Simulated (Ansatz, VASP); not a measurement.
WC in VASP and in Ansatz

```
CELL_PARAMETERS angstrom
2.92177 0.00000 0.00000
-1.46089 2.53033 0.00000
0.00000 0.00000 2.84708
ATOMIC_POSITIONS crystal
W 0.00000 0.00000 0.00000
C 0.66667 0.33333 0.50000
```

Alike in both runs: functional PBE; k mesh 18 × 18 × 14; occupations gaussian, width 0.1 eV; no spin polarisation.

Ansatz relaxed the structure, and its values are those at the end. VASP's run is a single point on that final structure, the one shown.

```csv
,VASP,Ansatz
version,VASP 6.6.1,Ansatz 0.2.0
potentials or method,"VASP PAW PBE potentials, release 64 (W_sv, C)","scalar-relativistic, plane waves, PAW"
plane-wave cutoff (eV),520,420
valence electrons in the cell,18,18
```

```csv
,VASP,Ansatz,Ansatz less VASP
gap on the k mesh at the Fermi level (eV),none,none,-
pressure (GPa),1.1,0.0,-1.05
```

A gap of «none» marks a metal or a gap that the smearing closes.

The runs have no spin-orbit coupling, so splittings on W are missing.
